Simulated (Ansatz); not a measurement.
# MoS2: the cost of one run

Program: Ansatz 0.2.0. Level of theory: DFT PBE+D3(BJ), scalar-relativistic, plane waves, PAW. These are calculated values, not measurements.

1 further run of the same task is left out (it didn't finish).

**1. The structure to begin with**

The structure is hexagonal, space group P-6m2 (No. 187). Conventional cell: a = 3.150 Å, b = 3.150 Å, c = 6.648 Å, α = 90.00°, β = 90.00°, γ = 120.00°. Mo (site symmetry -6m2) is surrounded by 6 S at 2.40 Å. S (site symmetry 3m) is surrounded by 3 Mo at 2.40 Å.

Coordinates:

```
CELL_PARAMETERS angstrom
3.14972 0.00000 0.00000
-1.57486 2.72774 0.00000
0.00000 0.00000 6.64754
ATOMIC_POSITIONS crystal
Mo 0.00000 0.00000 0.00000
S 0.33333 0.66667 0.23567
S 0.33333 0.66667 0.76433
```

It goes back to an entry of the Materials Project, which need not be the stable form.

It is the result of an earlier relaxation at this level (volume 19.04 Å³/atom; gap on the mesh: 1.21 eV).

**2. The reference: the undisturbed cell on the scan's mesh**

input.yaml

```yaml
crystal:
  lattice:
    - [3.149723997, 0.0, 0.0]
    - [-1.5748619985, 2.7277409963, 0.0]
    - [0.0, 0.0, 6.6475426602]
  atoms:
    - { symbol: Mo, position: [0.0, 0.0, 0.0] }
    - { symbol: S, position: [0.3333333333, 0.6666666667, 0.2356692374] }
    - { symbol: S, position: [0.3333333333, 0.6666666667, 0.7643307626] }
basis:
  ecutwfc: 420
kpoints:
  mp_grid: { grid: [12, 12, 4] }
hamiltonian:
  xc: pbe
  dispersion: d3bj
scf:
  occupations: { method: gaussian, width: 0.05 }
output:
  forces: true
  stress: true
  eigenvalues: true
```

Started as:

```console
$ ansatz run input.yaml --threads 1 --pin off --max-ram 2560MiB --backend cpu --events-out ev --progress --plain --runs-dir out
```

**Question.** How long does this run take on 1 thread of AMD EPYC 9R45 (Zen 5), shared host, and how much memory does it need?

About 1.4 s, with a peak of 0.39 GiB.
